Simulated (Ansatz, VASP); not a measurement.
**Two plane-wave programs on TiAl**

```
CELL_PARAMETERS angstrom
3.01800 0.00000 0.00000
0.00000 3.01800 0.00000
0.00000 0.00000 3.01800
ATOMIC_POSITIONS crystal
Ti 0.50000 0.50000 0.53313
Al 0.00000 0.00000 0.00000
```

Alike in both runs: task single point; functional LDA; k mesh 8 × 8 × 8; no spin polarisation.

```csv
,VASP,Ansatz
version,VASP 6.6.1,Ansatz 0.2.0
potentials or method,"VASP PAW LDA potentials, release 64 (Ti_sv, Al)","plane waves, PAW"
plane-wave cutoff (eV),520,510
occupations,"methfessel-paxton of order 1, width 0.1 eV","cold, width 0.1 eV"
valence electrons in the cell,15,15
```

|  | VASP | Ansatz | Ansatz less VASP |
| --- | --- | --- | --- |
| rms of the force components (eV/Å) | 0.535 | 0.533 | -0.0018 |

Atom by atom the forces differ by 0.002 eV/Å (rms over components).
